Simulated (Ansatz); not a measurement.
Runs of Ansatz 0.2.0 on TiC. The structure is cubic, space group Fm-3m (No. 225). Conventional cell: a = 4.331 Å, b = 4.331 Å, c = 4.331 Å, α = 90.00°, β = 90.00°, γ = 90.00°. Ti (site symmetry m-3m) is surrounded by 6 C at 2.17 Å. C (site symmetry m-3m) has 6 Ti at 2.17 Å as nearest neighbours. The cell is a database's computed one.

| task | level | potentials or basis | U | k mesh | cutoff (eV) | smearing | basis error allowed | gap on the mesh (eV) | pressure (GPa) |
| --- | --- | --- | --- | --- | --- | --- | --- | --- | --- |
| single point | PBE | all-electron LAPW, scalar-relativistic | - | 11 × 11 × 11 | 313 | gaussian 0.014 eV | 0.001 eV/atom | none | 0.2 |
| single point | HSE06 | all-electron PAW datasets made for the crystal | - | 8 × 8 × 8 | 380 | fermi-dirac 0.05 eV | - | none | - |
| band structure | PBEsol | all-electron LAPW, non-relativistic | - | 11 × 11 × 11 | 313 | fermi-dirac 0.05 eV | 0.001 eV/atom | - | -6.1 |
| band structure | BLYP | all-electron LAPW, scalar-relativistic | - | 11 × 11 × 11 | 312 | fermi-dirac 0.05 eV | 0.001 eV/atom | - | 8.4 |
| density of states | PBEsol+U | all-electron LAPW, scalar-relativistic | Ti d U = 6 eV | 11 × 11 × 11 | 312 | fermi-dirac 0.05 eV | 0.001 eV/atom | none | (a) |
| single point | PBE | all-electron LAPW, scalar-relativistic | - | 11 × 11 × 11 | 313 | gaussian 0.029 eV | 0.001 eV/atom | none | 0.2 |
| single point | PBE | all-electron LAPW, scalar-relativistic | - | 11 × 11 × 11 | 313 | gaussian 0.024 eV | 0.001 eV/atom | none | 0.2 |
| band structure | PBEsol | all-electron PAW datasets made for the crystal | - | 11 × 11 × 11 | 340 | fermi-dirac 0.05 eV | - | - | -6.7 |

Alike in all rows: no spin polarisation; cell as given.

Question: Fill in the values left out.

Answer: (a) 4.4.

Caveats: the k mesh is thin for a metal, which can move the energy by tens of meV per atom (some runs); U is the effective U less J, on atomic orbitals that reach past the spheres (some runs); U without spin polarisation on a metal has little footing (some runs); the U is typed as a test and isn't derived for this compound (some runs).

A k mesh can miss the band edges.

A gap of «none» marks a metal or a gap under the smearing width.

Not every run made on this cell is shown here.
